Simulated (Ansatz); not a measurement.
The system is Li.

```xyz
1
Lattice="-1.7547 1.7547 1.7547 1.7547 -1.7547 1.7547 1.7547 1.7547 -1.7547" Properties=species:S:1:pos:R:3 pbc="T T T"
Li    0.0000    0.0000    0.0000
```

Base run:

```yaml
Program: Ansatz 0.2.0
Functional: revPBE
Potentials_or_basis: all-electron LAPW, scalar-relativistic
Cutoff: 66 eV (chosen from the basis error)
Basis_error_allowed: 0.001 eV/atom
k_mesh: 11 × 11 × 11
Occupations: fermi-dirac, width 0.05 eV
Spin: no spin polarisation
```

Its results: pressure -0.3 GPa.

Q: The run is repeated on the same cell with these changes: functional from revPBE to PBE. What comes out?

A: Pressure -0.8 GPa.

PBE binds more tightly than revPBE, so the same cell stands under less pressure.
